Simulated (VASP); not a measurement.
A VASP 6.6.1 single-point calculation on NaI

INCAR

```
EDIFF = 1E-7
LCHARG = .FALSE.
GGA = PE
LWAVE = .FALSE.
PREC = Accurate
LREAL = .FALSE.
SIGMA = 0.02
ISMEAR = -1
NELM = 93
NBANDS = 47
LASPH = .TRUE.
ENCUT = 520
NSW = 0
ISIF = 2
IBRION = -1
```

KPOINTS

```
KPOINTS created by Atomic Simulation Environment
0
Gamma
8 8 8
0 0 0
```

POSCAR

```
Na I
 1.0000000000000000
     0.0000000000000000    3.4228578445000002    3.2297205553000001
     3.4228578445000002    0.0000000000000000    3.2297205553000001
     3.4228578445000002    3.4228578445000002    0.0000000000000000
 Na  I
   1   1
Cartesian
  0.0000000000000000  0.0000000000000000  0.0000000000000000
  3.4228578445000002  3.4228578445000002  3.2297205553000001
```

The recommended PBE PAW datasets give the neutral cell 14 valence electrons.

Command

```
mpirun -np 1 vasp_std
```

How does this run end, and what does it give?

It converged. Results: gap between bands v and c on the k mesh 3.36 eV; least direct gap on the k mesh 3.36 eV; pressure -0.9 GPa. Band v is the last that the valence electrons fill when counted band by band, and c is the next.

OSZICAR

```
N       E                     dE             d eps       ncg     rms          rms(c)
DAV:   1     0.124687689633E+03    0.12469E+03   -0.43796E+03  5615   0.261E+02
DAV:   2     0.577015550062E+01   -0.11892E+03   -0.10593E+03  6002   0.113E+02
DAV:   3    -0.524474876062E+01   -0.11015E+02   -0.10776E+02  6640   0.305E+01
DAV:   4    -0.544481577151E+01   -0.20007E+00   -0.19985E+00  6756   0.399E+00
DAV:   5    -0.544759522915E+01   -0.27795E-02   -0.27792E-02  6772   0.473E-01    0.154E+00
DAV:   6    -0.536849387572E+01    0.79101E-01   -0.28707E-02  7326   0.488E-01    0.109E+00
DAV:   7    -0.535680593306E+01    0.11688E-01   -0.30767E-02  7591   0.424E-01    0.497E-01
DAV:   8    -0.535956037787E+01   -0.27544E-02   -0.37076E-03  6484   0.164E-01    0.111E-01
DAV:   9    -0.535964046001E+01   -0.80082E-04   -0.15613E-04  7293   0.344E-02    0.348E-02
DAV:  10    -0.535964253784E+01   -0.20778E-05   -0.10607E-05  7953   0.122E-02    0.262E-02
DAV:  11    -0.535964744591E+01   -0.49081E-05   -0.47835E-06  6429   0.541E-03    0.301E-03
DAV:  12    -0.535964772715E+01   -0.28124E-06   -0.17112E-07  6887   0.144E-03    0.271E-03
DAV:  13    -0.535964782418E+01   -0.97028E-07   -0.49440E-08  6445   0.602E-04
   1 F= -.53596478E+01 E0= -.53596478E+01  d E =-.398851E-13
```

For comparison, a separate PBE run of the intended cell, on usual settings and not on those above, gives a gap of 3.36 eV on its mesh and a pressure of -0.9 GPa.
